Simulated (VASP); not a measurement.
Input of a VASP 6.6.1 run:

INCAR

```
  ALGO = Normal
  EDIFF = 1E-6
  EDIFFG = -0.02
  ENCUT = 630
  GGA = PE
  IBRION = 2
  ISIF = 3
  ISMEAR = -1
  LASPH = True
  LCHARG = False
  LREAL = False
  LWAVE = False
  NELM = 100
  NSW = 40
  PREC = Accurate
  SIGMA = 0.05
```

Contents of KPOINTS:

```
k-points
0
Gamma
  10 10 10
```

Contents of POSCAR:

```
Zr
1.0
   -1.8100000000      1.8100000000      1.8100000000
    1.8100000000     -1.8100000000      1.8100000000
    1.8100000000      1.8100000000     -1.8100000000
Zr
1
Direct
    0.0000000000      0.0000000000      0.0000000000
```

Potentials or basis: VASP PAW PBE potentials, release 64 (Zr_sv_GW).

Run with:

```console
$ cat potpaw_PBE.64/Zr_sv_GW/POTCAR > POTCAR
$ mpirun -np 1 vasp_std > vasp.out
```

Predict the relaxed volume.

22.69 Å³/atom.

Estimate the relaxed cell.

a = 3.089 Å, b = 3.089 Å, c = 3.089 Å, α = 109.47°, β = 109.47°, γ = 109.47°.

What does it give for the space group after relaxing (to 0.05 Å)?

Im-3m (No. 229).

Step by step:
```csv
step,energy change (eV),largest force (eV/Å),pressure (GPa),volume (Å³)
1,0.0000,0.0000,-3.56,23.72
2,-0.0049,0.0000,3.11,21.95
3,-0.0119,0.0000,-0.02,22.69
```
